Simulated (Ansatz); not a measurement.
# MgZn2O3: the cost of one run

Program: Ansatz 0.2.0. Level of theory: reference: DFT, r2SCAN, plane waves, PAW. These are calculated values, not measurements.

2 further runs of the same task are left out: 2 that didn't finish.

## 1. The system as given

Symmetry: P-3m1, No. 164, trigonal system. The conventional cell has a = 3.006 Å, b = 3.006 Å, c = 7.343 Å, α = 90.00°, β = 90.00°, γ = 120.00°. Mg (site symmetry -3m) is surrounded by 6 O at 2.10 Å. Around Zn (site symmetry 3m) lie 6 O at 2.13 to 2.14 Å. Around O (site symmetry 3m) lie 3 Mg at 2.10 Å and 3 Zn at 2.14 Å. Around O (site symmetry -3m) lie 6 Zn at 2.13 Å.

Structure file:

```cif
data_structure
_symmetry_space_group_name_H-M 'P-3m1'
_symmetry_Int_Tables_number 164
_cell_length_a 3.0057
_cell_length_b 3.0057
_cell_length_c 7.3429
_cell_angle_alpha 90.000
_cell_angle_beta 90.000
_cell_angle_gamma 120.000
_cell_volume 57.45
loop_
_atom_site_label
_atom_site_type_symbol
_atom_site_symmetry_multiplicity
_atom_site_Wyckoff_symbol
_atom_site_fract_x
_atom_site_fract_y
_atom_site_fract_z
_atom_site_occupancy
Mg1 Mg 1 a 0.00000 0.00000 0.00000 1
Zn1 Zn 2 d 0.33333 0.66667 0.66829 1
O1 O 2 d 0.33333 0.66667 0.16137 1
O2 O 1 b 0.00000 0.00000 0.50000 1
```

## 2. Baseline

The input, input.yaml:

```yaml
crystal:
  lattice:
    - [3.0057061992, 0.0, 0.0]
    - [-1.5028530996, 2.6030179248, 0.0]
    - [0.0, 0.0, 7.3429055976]
  atoms:
    - { symbol: Mg, position: [0.0, 0.0, 0.0] }
    - { symbol: Zn, position: [0.3333333333, 0.6666666667, 0.668289834] }
    - { symbol: Zn, position: [0.6666666667, 0.3333333333, 0.331710166] }
    - { symbol: O, position: [0.3333333333, 0.6666666667, 0.1613721611] }
    - { symbol: O, position: [0.6666666667, 0.3333333333, 0.8386278389] }
    - { symbol: O, position: [0.0, 0.0, 0.5] }
kpoints:
  mp_grid: { grid: [6, 6, 2] }
hamiltonian:
  xc: r2scan
scf:
  occupations: { method: fixed }
  n_extra_bands: 5
output:
  forces: true
  stress: true
  eigenvalues: true
  write_density: true
  write_potential: true
  elf: true
  volumetric_format: npy
```

Launch:

```console
> ansatz run input.yaml --threads 4 --pin off --max-ram 4608MiB --backend cpu --events-out ev --progress --plain --runs-dir out
```

Q: Estimate wall time and peak memory on 4 threads of Intel Xeon 6975P-C (Granite Rapids), shared host.

About 1.2 s, with a peak of 0.53 GiB.
